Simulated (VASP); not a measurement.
Crystal: Lu.

```xyz
1
Lattice="3.6176 0.0000 0.0000 -1.8088 3.1330 0.0000 0.0000 0.0000 2.9999" Properties=species:S:1:pos:R:3 pbc="T T T"
Lu    0.0000    0.0000    1.5000
```

The cell was built by a generator and needn't be a form met in nature.

The cell isn't the ideal one: random cell by space group and Wyckoff sites (P6/mmm, No. 191).

```yaml
Program: VASP 6.6.1
Task: relaxation of cell and atoms
Functional: PBE
Potentials_or_basis: VASP PAW PBE potentials, release 64 (Lu)
Cutoff: 600 eV
k_mesh: 6 × 6 × 6
Occupations: gaussian, width 0.1 eV
Spin: no spin polarisation
```

At the start: pressure -2.4 GPa; volume 34.00 Å³/atom.

Task: Where does the relaxation end?

Result: Over 5 steps the energy falls by 164.3 meV/atom and the volume is 30.85 Å³/atom (-9.3 %); space group P6/mmm (No. 191, to 0.05 Å).

The path:
```csv
step,energy change (eV),largest force (eV/Å),pressure (GPa),volume (Å³)
1,0.0000,0.0000,-2.40,34.00
2,-0.1540,0.0000,-0.83,31.43
3,-0.1642,0.0000,0.13,30.72
4,-0.1642,0.0000,0.21,30.66
5,-0.1643,0.0000,-0.01,30.85
```

Final structure:
```xyz
1
Lattice="3.3393 0.0000 0.0000 -1.6697 2.8919 0.0000 0.0000 0.0000 3.1941" Properties=species:S:1:pos:R:3 pbc="T T T"
Lu   -1.6697    2.8919    1.5971
```
